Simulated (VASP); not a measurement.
Crystal: Pb.

```
CELL_PARAMETERS angstrom
0.00000 2.47502 2.47502
2.47502 0.00000 2.47502
2.47502 2.47502 0.00000
ATOMIC_POSITIONS crystal
Pb 0.00000 0.00000 0.00000
```

Program: VASP 6.6.1. Alike in all runs: task band structure; no spin polarisation; cell as given; k mesh 9 × 9 × 9; cutoff (eV) 520; smearing fermi-dirac 0.05 eV.

Q: Order these runs on this cell by their pressure, lowest first.
A. level BLYP; potentials or basis VASP PAW PBE potentials, release 64 (Pb_d)
B. level LDA; potentials or basis VASP PAW LDA potentials, release 64 (Pb_d)
C. level SCAN; potentials or basis VASP PAW PBE potentials, release 64 (Pb_d)

A: B (-2.1 GPa), C (0.3 GPa), A (6.0 GPa).

Caveats: the PAW data sets were made with another functional, which shifts forces and pressure a little (some runs).

Not every run made on this cell is shown here.
